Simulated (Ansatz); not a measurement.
## LaAlO3: holes 7.0×10^21 cm⁻³

Start from LaAlO$_{3}$ in the cubic perovskite structure (space group Pm-3m, No. 221; a = 3.8124 Å).

Modification: hole doping at 7.0×10^21 cm⁻³ (0.388 per cell), with a uniform compensating background at fixed cell and a 300 K Fermi–Dirac width.

Method: Ansatz (a program for electronic structure) PBE, spin-orbit coupling left out. k-mesh 12×12×12 (Γ-centred); smearing 0.0259 eV (Fermi–Dirac).

- Gap between the host's bands: 3.81 eV (base 3.50 eV)
- Gap character: indirect, R → Γ (base indirect, R → Γ)
- Fermi level relative to the doped band's edge (positive inside the band; to 0.05 eV): +0.15 eV

Carriers are added with a uniform compensating background; total energy and stress of such cells depend on the potential's zero and are not compared; many-body gap narrowing is missing at this level. No phonon test of stability was made. Many cubic perovskites are stable only at high temperature; tilts and polar distortions were not tested.
